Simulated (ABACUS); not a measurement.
MnS:

```xyz
4
Lattice="3.9536 0.0000 0.0000 -1.9768 3.4239 0.0000 0.0000 0.0000 6.3425" Properties=species:S:1:pos:R:3 pbc="T T T"
Mn    1.9768    1.1413    3.1639
Mn    0.0000    2.2826    6.3352
S     0.0000    2.2826    3.9714
S     1.9768    1.1413    0.8001
```

The cell is a database's computed one.

* Program: ABACUS 3.10.1
* Task: single point
* Functional: PBE
* Potentials or basis: PseudoDojo NC SR 0.4.1 PBE standard
* Cutoff: 1320 eV
* Density cutoff: 5279 eV
* Basis: plane waves
* k mesh: 8 × 8 × 4
* Occupations: fermi-dirac, width 0.05 eV
* Spin: collinear spin, ferromagnetic start
* Starting moments: [4.0, 4.0, 0.0, 0.0] μB

On this cell: pressure 3.4 GPa; largest force 0.293 eV/Å; net moment 9.93 μB per cell; band gap on the k mesh none (metal or under the smearing width).

The same run follows on a disturbed copy (atoms moved at random, drawn with an rms of 0.05 Å):

```
Mn S
1.0
     3.95358    0.00000    0.00000
    -1.97679    3.42390    0.00000
     0.00000    0.00000    6.34253
Mn S
2 2
Direct
  0.67138 0.33533 0.50094
  0.32991 0.66619 0.99839
  0.34604 0.68122 0.62382
  0.67044 0.32403 0.13244
```

Task: What changes?

Result: The energy (extrapolated to zero smearing) moves by +6.4 meV/atom; pressure 3.5 GPa; largest force 0.659 eV/Å; net moment 9.92 μB per cell; band gap on the k mesh none (metal or under the smearing width).

Forces on the atoms (eV/Å):
```
Mn   0.032  0.260  0.362
Mn   0.207 -0.137  0.305
S   -0.032 -0.285 -0.063
S   -0.207  0.163 -0.604
```

Stress tensor (GPa, compression positive):
```
 1.60  0.36 -0.38
 0.36  3.36 -0.14
-0.38 -0.14  5.44
```

Caveats: semilocal functionals often make such compounds metallic where correlation or magnetic order opens a gap, which also shifts bond lengths; only a ferromagnetic start was run, and an antiferromagnetic order may lie lower in energy.
